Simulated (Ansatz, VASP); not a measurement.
One calculation of NiO2, two programs

The input POSCAR:

```
NiO2
1.0
    2.7762368975      0.0000000000      0.0000000000
   -1.3881184487      2.4042916802      0.0000000000
    0.0000000000      0.0000000000      4.6069965744
Ni O
1 2
Direct
    0.0000000000      0.0000000000      0.5000000000
    0.6666666667      0.3333333333      0.7038965371
    0.3333333333      0.6666666667      0.2961034629
```

The input INCAR.step1:

```
  ALGO = Normal
  EDIFF = 1E-4
  ENCUT = 520
  GGA = PE
  ISMEAR = 0
  LASPH = T
  LCHARG = F
  LREAL = F
  LWAVE = T
  NBANDS = 18
  NELM = 100
  PREC = Accurate
  SIGMA = 0.05
```

INCAR.step2

```
  ALGO = Normal
  EDIFF = 1E-7
  ENCUT = 520
  ISIF = 2
  ISMEAR = 0
  ISTART = 1
  LASPH = T
  LCHARG = F
  LMIXTAU = T
  LREAL = F
  LWAVE = F
  METAGGA = R2SCAN
  NBANDS = 18
  NELM = 100
  PREC = Accurate
  SIGMA = 0.05
```

File KPOINTS:

```
k-points
0
Gamma
  12 12 8
```

Input for Ansatz:

```yaml
crystal:
  lattice:
    - [2.7762368975, 0.0, 0.0]
    - [-1.3881184487, 2.4042916802, 0.0]
    - [0.0, 0.0, 4.6069965744]
  atoms:
    - { symbol: Ni, position: [0.0, 0.0, 0.5] }
    - { symbol: O, position: [0.6666666667, 0.3333333333, 0.7038965371] }
    - { symbol: O, position: [0.3333333333, 0.6666666667, 0.2961034629] }
basis:
  ecutwfc: 500
kpoints:
  mp_grid: { grid: [12, 12, 8] }
hamiltonian:
  xc: r2scan
scf:
  occupations: { method: gaussian, width: 0.05 }
output:
  forces: true
  stress: true
  eigenvalues: true
  write_density: true
  write_potential: true
  elf: true
  volumetric_format: npy
```

The cell comes from a database or a generator and needn't be the stable form of this composition.

Alike in both runs: task single point; functional r2SCAN; k mesh 12 × 12 × 8; occupations gaussian, width 0.05 eV; no spin polarisation.

|  | VASP | Ansatz |
| --- | --- | --- |
| version | VASP 6.6.1 | Ansatz 0.2.0 |
| potentials or method | VASP PAW PBE potentials, release 64 (Ni, O) | scalar-relativistic, plane waves, PAW |
| plane-wave cutoff (eV) | 520 | 500 |
| valence electrons in the cell | 22 | 30 |

Ansatz gave:

* gap on the k mesh at the Fermi level (eV): 1.48
* least direct gap on the mesh (eV): 1.66
* pressure (GPa): 0.0
* largest component of the traceless stress (GPa): 0.00
* rms of the force components (eV/Å): 0.001

**Question.** Which values does VASP return?

**Answer.** gap on the k mesh at the Fermi level (eV): 1.41; least direct gap on the mesh (eV): 1.58; pressure (GPa): 1.6; largest component of the traceless stress (GPa): 0.53; rms of the force components (eV/Å): 0.064.

Atom by atom the forces differ by 0.064 eV/Å (rms over components). With one functional, cell and mesh, what is left measures potentials, basis and numerics. The two sets of potentials don't hold the same shells in valence.

Caveats: the PAW data sets were made with another functional, which shifts forces and pressure a little (VASP). A k mesh can miss the band edges. Spin polarisation is off, so any magnetic state and its effect on volume and gap are missing.
